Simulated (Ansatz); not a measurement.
The elements of this relaxed trial crystal are hidden behind letters.

```
lattice vectors (Å)
   3.0421    0.0000    0.0000
  -1.5210    2.6345    0.0000
   0.0000    0.0000    2.6980
fractional positions
X 0.0000 0.0000 0.0000
Z 0.6667 0.3333 0.5000
```

All numbers below come from DFT PBE, scalar-relativistic, plane waves, PAW (Ansatz 0.2.0). Settings of the last relaxation (2-atom cell): 420 eV, 24×24×20 k points, Gaussian smearing of 0.10 eV, no spin polarisation.

| Item | Value |
| --- | --- |
| Space group | P-6m2 (No. 187) |
| Conventional cell | a = 3.042 Å, c = 2.698 Å |
| Volume per atom | 10.81 Å³ |
| Density | 4.60 g/cm³ |
| Formation energy | −0.15 eV/atom |
| Gap on the 24×24×20 mesh of the 2-atom cell | 0 eV (the bands overlap slightly) |

Energies are uncorrected and count from the elements' standard states at the same level.

Q: X is a d-block element of period 4 and Z is a p-block element of period 2. Which elements are they?

A: X = Ti, Z = C, so the formula is TiC, here in the tungsten carbide type. Density times volume gives a mean mass of 4.60 × 10.81/1.6605 = 29.9 u per atom, and this set has 29.9 u. Among the elements that the hints allow, noble gases aside, only these give it. Ti has 6 C at 2.21 Å and 2 Ti at 2.70 Å; C has 6 Ti at 2.21 Å.

The zero gap may come from the functional, which often closes small gaps, or the cell may be a true semimetal. Symmetry constrained the relaxation, so the result can be a saddle point.
